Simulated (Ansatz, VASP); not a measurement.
MgSe in VASP and in Ansatz

```
Mg Se
1.0
     0.00000    2.72550    2.72550
     2.72550    0.00000    2.72550
     2.72550    2.72550    0.00000
Mg Se
1 1
Direct
  0.00000 0.00000 0.00000
  0.50000 0.50000 0.50000
```

Alike in both runs: task relaxation of cell and atoms; functional PBE; k mesh 7 × 7 × 7; no spin polarisation.

|  | VASP | Ansatz |
| --- | --- | --- |
| version | VASP 6.6.1 | Ansatz 0.2.0 |
| potentials or method | VASP PAW PBE potentials, release 64 (Mg, Se) | plane waves, PAW |
| plane-wave cutoff (eV) | 600 | 550 |
| occupations | gaussian, width 0.01 eV | fixed |
| valence electrons in the cell | 8 | 26 |

```csv
,VASP,Ansatz,Ansatz less VASP
relaxed volume (Å³/atom),20.85,20.90,+0.053
relaxed cell length with the largest relative difference (Å),3.892,3.895,+0.0033
energy change over the relaxation (meV/atom),-4,-4,-0.5
```

The two sets of potentials don't hold the same shells in valence.

 PBE usually gives volumes a little too large and moduli too small. Zero-point motion and thermal expansion aren't in these numbers.
